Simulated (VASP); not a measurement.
Write the native input for VASP 6.6.1 that does the following.

| Quantity | Value |
| --- | --- |
| Task | single point |
| Functional | PBE |
| Dispersion | D3(BJ) |
| Potentials or basis | VASP PAW PBE potentials, release 64 (H, C) |
| Cutoff | 520 eV |
| k mesh | 1 × 1 × 1 |
| Occupations | fermi-dirac, width 0.05 eV |
| Spin | no spin polarisation |
| Dipole correction | no |
| Further INCAR settings | LREAL = Auto; ALGO = Normal; EDIFF = 1e-06; NBANDS = 40 |

The structure of H6C lies in POSCAR:

```
H6C
1.0
    7.1919660000      0.0000000000      0.0000000000
    0.0000000000      7.1919660000      0.0000000000
    0.0000000000      0.0000000000      7.1919660000
H C
24 4
Direct
    0.5213988351      0.5481061566      0.3031945482
    0.4599252232      0.5962755364      0.2331123441
    0.7260576471      0.6448517023      0.7972980827
    0.7913114581      0.5779954093      0.8486597854
    0.2554287192      1.1292897567      0.5795934225
    0.2627623332      1.1193921177      0.4753388385
    0.7091302630      0.0940595465      0.6070175136
    0.7319026885     -0.0057162737      0.6278390205
    0.3624849336      0.6254021288      0.8932103492
    0.1390028137      0.5432578766      0.8180894256
    0.3426630596      0.4889282830      0.6857211084
    0.2555607877      0.7226956645      0.6901323836
    0.3515475985     -0.0224869616      0.1157207236
    0.2941141986      0.2142848875      0.0641610215
    0.1763235609      0.0286694288     -0.0535774274
    0.4162835340      0.0766500132     -0.1034253701
    0.9122494808      0.2653886468      0.1958547430
    0.7096068084      0.1254183135      0.2386245370
    0.8297139488      0.1079067789      0.0202108628
    0.6976669447      0.3123956258      0.0759181499
   -0.0356175470      0.6945227468      0.1558444234
   -0.0153186400      0.8648064763      0.3368174959
    0.1549337896      0.6835892475      0.3167845525
   -0.0756710076      0.6291445599      0.3926539450
    0.2750985654      0.5951307669      0.7717161959
    0.3092935292      0.0744412391      0.0054510138
    0.7874254245      0.2029780649      0.1326810202
    0.0068978491      0.7180512610      0.3004557904
```

The cell was built by a generator and needn't be a form met in nature.

One way to write it, as run:

INCAR

```
  ALGO = Normal
  EDIFF = 1E-6
  ENCUT = 520
  GGA = PE
  ISIF = 2
  ISMEAR = -1
  IVDW = 12
  LASPH = True
  LCHARG = False
  LREAL = Auto
  LWAVE = False
  NBANDS = 40
  NELM = 100
  PREC = Accurate
  SIGMA = 0.05
```

KPOINTS

```
k-points
0
Gamma
  1 1 1
```

Potentials or basis: VASP PAW PBE potentials, release 64 (H, C).

Command:

```sh
$ cat potpaw_PBE.64/H/POTCAR potpaw_PBE.64/C/POTCAR > POTCAR
$ mpirun -np 1 vasp_gam > vasp.out
```

Results of the run:

The pressure is -0.7 GPa. The largest force is 0.450 eV/Å and the band gap on the k mesh is 8.58 eV, direct. The dispersion energy per atom is -0.022 eV.

Run time: 57 s on 1 thread of AMD EPYC 7R13 Processor (Zen 3), with other jobs on the host, peak memory 0.3 GiB.
